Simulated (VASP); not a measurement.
## CaSe: G0W0 quasiparticle levels with PBE

The system is CaSe.

```
Ca Se
1.0
     0.00000    2.98268    2.98268
     2.98268    0.00000    2.98268
     2.98268    2.98268    0.00000
Ca Se
1 1
Direct
  0.00000 0.00000 0.00000
  0.50000 0.50000 0.50000
```

The cell was built by a generator and needn't be a form met in nature.

```yaml
Program: VASP 6.6.1
Task: G0W0 quasiparticle levels
Functional: PBE
Potentials_or_basis: VASP PAW PBE potentials, release 64 (Ca_sv_GW, Se_GW)
Cutoff: 400 eV
k_mesh: 4 × 4 × 4
Occupations: gaussian, width 0.01 eV
Spin: no spin polarisation
GW_scheme: G0W0
Cutoff_of_the_response_function: 150
Empty_bands: 213
Frequency_points: 60
GW_iterations: 1
Further_INCAR_settings: ALGO = EVGW0; EDIFF = 1e-08; NBANDS = 221
```

- Band gap on the k mesh, mean-field level: 2.08 eV, indirect (least direct gap 2.99 eV)
- Quasiparticle gap: 3.78 eV
- Least direct quasiparticle gap: 4.53 eV

Levels at points of the mesh, in eV from the valence-band top:
| k point | band 4 | band 5 | band 6 | band 7 | band 8 | band 9 | band 10 | band 11 | band 12 |
| --- | --- | --- | --- | --- | --- | --- | --- | --- | --- |
| (0.00, 0.00, 0.00) | -20.84 | -11.71 | 0.00 | 0.00 | 0.00 | 3.20 | 3.70 | 3.70 | 3.70 |
| (0.50, 0.00, 0.00) | -20.85 | -11.06 | -3.19 | -1.14 | -1.14 | 4.46 | 5.39 | 5.43 | 5.43 |
| (0.50, 0.50, 0.00) | -20.87 | -11.16 | -2.46 | -0.91 | -0.91 | 2.08 | 4.94 | 4.98 | 5.90 |

It took 37 s on 4 MPI ranks on Intel(R) Xeon(R) Platinum 8559C (Emerald Rapids), with other jobs on the host, peak memory 0.46 GiB a rank.

Caveat: the k mesh is coarse (spacing up to 0.46 Å⁻¹), so the values aren't converged; bands, screening cutoff and mesh are small and nothing is extrapolated, so the quasiparticle values aren't converged. A k mesh can miss the band edges.
